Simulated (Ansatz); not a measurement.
RbBr under changes of volume

One of the cells (40.248 Å³/atom); the others are scaled copies at fixed shape and fractional positions:

```xyz
2
Lattice="0.0000 3.4270 3.4270 3.4270 0.0000 3.4270 3.4270 3.4270 0.0000" Properties=species:S:1:pos:R:3 pbc="T T T"
Rb    0.0000    0.0000    0.0000
Br    3.4270    3.4270    3.4270
```

| Property | Result |
| --- | --- |
| Program | Ansatz 0.2.0 |
| Functional | PBE0 |
| Potentials or basis | Ansatz PAW |
| Cutoff | 420 eV (not typed: the program's choice for these potentials) |
| k mesh | 4 × 4 × 4 |
| Occupations | fermi-dirac, width 0.05 eV |
| Spin | no spin polarisation |

```tsv
volume (Å³/atom)	energy over the lowest point (meV/atom)	pressure (GPa)	gap on the mesh (eV)
37.833	23.74	1.9	6.41
38.638	15.36	1.5	6.35
39.443	?	?	?
40.248	4.51	0.7	6.24
41.053	1.59	0.4	6.19
41.858	0.16	0.2	6.14
42.663	0.00	-0.1	6.09
```

What does the run at 39.443 Å³/atom give?

Energy over the lowest point 9.02 meV/atom; pressure 1.1 GPa; gap on the mesh 6.30 eV.

Worked out: A Birch-Murnaghan fit of order 3 (a polynomial in V^(-2/3)) to the other rows has its minimum at 42.36 Å³/atom with B0 = V·E''(V) = 12.7 GPa and B' = 4.9. It gives 9.02 meV/atom at 39.443 Å³/atom, against the run's 9.02, and -dE/dV = 1.1 GPa, against 1.1. A straight line through the other rows of the gap, of slope -2.65 eV per unit of ln V (its deformation potential), gives 6.30 eV, against the run's 6.30.

Energies are extrapolated to zero smearing.

Caveats: the PAW data sets come from PBE, with cores solved anew for the run's functional, which leaves a small shift of forces and pressure; the thresholds are loose for stress.

Spin-orbit coupling on Br, Rb is left out.
